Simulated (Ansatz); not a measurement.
Space group P6_3/mmc (No. 194). a = 3.832 Å, b = 3.832 Å, c = 6.342 Å, α = 90.00°, β = 90.00°, γ = 120.00°
```tsv
atom	site	symmetry	x	y	z
Si	4f	3m.	0.3333	0.6667	0.0631
```

Equation of state of this Si structure (not necessarily the ground state), with shape and atoms relaxed at each volume where symmetry leaves them free. Computed with DFT r2SCAN, scalar-relativistic, plane waves, PAW in Ansatz 0.2.0.

Cutoff 500 eV; k points 12×12×6 on the computed 4-atom cell (Γ-centred); Gaussian smearing, width 0.02 eV; no spin polarisation.

| V (Å³/atom) | E − E(largest V) (meV/atom) | P (GPa) | gap on mesh (eV) |
| --- | --- | --- | --- |
| 17.742 | 57.84 | 16.11 | 0.29 |
| 18.347 | 6.70 | 11.11 | 0.39 |
| 18.951 | -26.93 | 6.82 | 0.47 |
| 19.556 | -45.58 | 3.15 | 0.54 |
| 20.161 | -51.40 | 0.01 | 0.61 |
| 20.766 | -46.22 | -2.68 | 0.67 |
| 21.371 | -31.66 | -4.97 | 0.72 |
| 22.177 | 0.00 | -7.51 | 0.78 |

**Question.** Fit a third-order Birch–Murnaghan equation to E(V).

**Answer.** V0 = 20.16 Å³/atom, B0 = 97 GPa, B0' = 4.2.

This form isn't the element's structure at ambient conditions.